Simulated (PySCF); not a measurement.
**Structure from 2D NMR**

Compound of formula C$_{7}$H$_{8}$O. Correlations simulated from computed shifts and couplings:

HSQC (one-bond C–H):
```tsv
δH	δC	1J(C,H) (Hz)
7.43	128.0	165
7.36	131.7	166
7.26	130.6	167
4.86	71.4	146
```

COSY cross peaks (|J| ≥ 2 Hz):
```tsv
δH	δH	abs. J (Hz)	bonds
7.43	7.36	8.6	3
7.36	7.26	8.2	3
```

HMBC (two and three bonds, |J| ≥ 2.5 Hz):
```tsv
δH	δC [abs. J in Hz]
7.43	130.6 [8.1], 128.0 [6.9], 71.4 [4.8]
7.36	147.3 [7.5], 131.7 [8.2]
7.26	128.0 [8.1]
4.86	147.3 [3.1], 128.0 [3.3]
```

Carbons without hydrogens: δ 147.3.

One averaged value for each set of equivalent atoms, no relativistic terms, single conformer, no solvent. PBE0-D3(BJ)/def2-SVP geometry; B3LYP/pcJ-1 coupling constants (without the spin–dipole term); GIAO PBE/pcSseg-1 shieldings; PySCF 2.14.0 with density-fitted response routines.

Scale: 1H (σref 31.20) and 13C (σref 180.03) against TMS (reference shieldings calculated alike).

Exchangeable hydrogens are left out of these lists, and C,H couplings along chains are those of one rotamer, so weak HMBC peaks may be missing or extra.

Work out the connectivity.

## Answers

SMILES OCc1ccccc1.

Atoms are numbered as in `[OH:1][CH2:2][c:3]1[cH:4][cH:5][cH:6][cH:7][cH:8]1` (H(Xn): hydrogen on atom n).

1. δC 147.3 is C3, a substituted aromatic carbon.
2. δC 131.7 is C5/C7, an aromatic CH (δH 7.36).
3. δC 130.6 is C6, an aromatic CH (δH 7.26).
4. δC 128.0 is C4/C8, an aromatic CH (δH 7.43).
5. δC 71.4 is C2, an sp3 CH2 bonded to O, on an aromatic ring (δH 4.86).
6. HMBC from δH 7.36 reaches the proton-free carbon C3.
7. HMBC from δH 4.86 reaches the proton-free carbon C3.
8. COSY links 7.43–7.36, 7.36–7.26.

This is the structure that produced the data.

OH/NH shifts are gas-phase values; hydrogen bonding in solution moves them, usually downfield. Unscaled 3J(H,H) at this level run about 10 % above measured values. Shifts are as computed. Against solution values, carbons near 30 ppm lie about +2 ppm off and those near 130 ppm about +2 ppm. Of 1211 compounds with measured shifts, 218 miss one by over three times the rms of a fit or turn the order of signals round; such compounds aren't used in these exercises.
